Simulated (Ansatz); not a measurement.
This script for Ansatz 0.2.0, Python API starts 2 runs on KF, space group Pm-3m. What input does the engine get in each?

`kf_berry.py`
```python
"""Berry-phase polarisation of KF, and a Born charge from a small shift."""

import warnings

import ansatz
import numpy as np

warnings.simplefilter("ignore", ansatz.DeckWarning)

lattice = ansatz.Lattice.of(
    (3.25895, 0.0, 0.0),
    (0.0, 3.25895, 0.0),
    (0.0, 0.0, 3.25895),
)
sites = [
    ("K", (0.0, 0.0, 0.0)),
    ("F", (0.5, 0.5, 0.5)),
]
structure = ansatz.Crystal(lattice=lattice)
for symbol, position in sites:
    structure = structure.atom(symbol, position)

def polarisation(structure):
    return (
        structure.calculation()
        .functional("PBE")
        .pseudopotentials("paw")
        .basis(17 * ansatz.Ha)
        .kpoints(5, 5, 5, center="gamma")  # sampling of the Brillouin zone
        .occupations("fixed")
        .polarization()
        .run()
        .polarization()
    )


vectors = np.array(structure.lattice.vectors)
shifted = structure.move(0, to=np.array(structure.sites[0].position) + 0.01 * np.linalg.inv(vectors)[0])
before, after = polarisation(structure), polarisation(shifted)
for label, p in (("as typed", before), ("shifted", after)):
    print(label, "reduced polarisation:", [round(axis.reduced, 4) for axis in p.axes], "modulo", p.modulus)
# take the change on the nearest branch, then turn it into a dipole per cell
change = np.array([b.reduced - a.reduced for a, b in zip(before.axes, after.axes)])
change -= before.modulus * np.round(change / before.modulus)
dipole = change @ vectors
print("dipole change (e A):", np.round(dipole, 4) + 0.0)
print("column of the Born charge of", structure.sites[0].symbol, "for a shift along x:", np.round(dipole / 0.01, 2) + 0.0)
```

Run 1:
```yaml
crystal:
  lattice:
    - [3.25895, 0.0, 0.0]
    - [0.0, 3.25895, 0.0]
    - [0.0, 0.0, 3.25895]
  atoms:
    - { symbol: K, position: [0.0, 0.0, 0.0] }
    - { symbol: F, position: [0.5, 0.5, 0.5] }
basis:
  ecutwfc: 462.593566181796
kpoints:
  mp_grid:
    grid: [5, 5, 5]
    shift: [0.0, 0.0, 0.0]
hamiltonian:
  xc: pbe
  pseudopotentials:
    kind: paw
scf:
  occupations:
    method: fixed
output:
  polarization: {}
```

Run 2, against run 1:
```diff
-    - { symbol: K, position: [0.0, 0.0, 0.0] }
+    - { symbol: K, position: [0.003068472974424278, 0.0, 0.0] }
```

```console
$ python kf_berry.py
as typed reduced polarisation: [3.5, 3.5, 3.5] modulo 1
shifted reduced polarisation: [3.5036, 3.5, 3.5] modulo 1
dipole change (e A): [0.0117 0.     0.    ]
column of the Born charge of K for a shift along x: [1.17 0.   0.  ]
```

Caveats:
- The structure comes from a database of computed cells and needn't be a stable or known phase.
- Polarisation is defined up to a quantum, so only the change along a continuous path has meaning.
- Timing: 3.6 s on 1 thread of Intel(R) Xeon(R) Platinum 8259CL CPU @ 2.50GHz (Skylake/Cascade Lake), on a shared host, peak memory 0.37 GiB.

(Lines on the test bed's own set-up are left out of the output.)
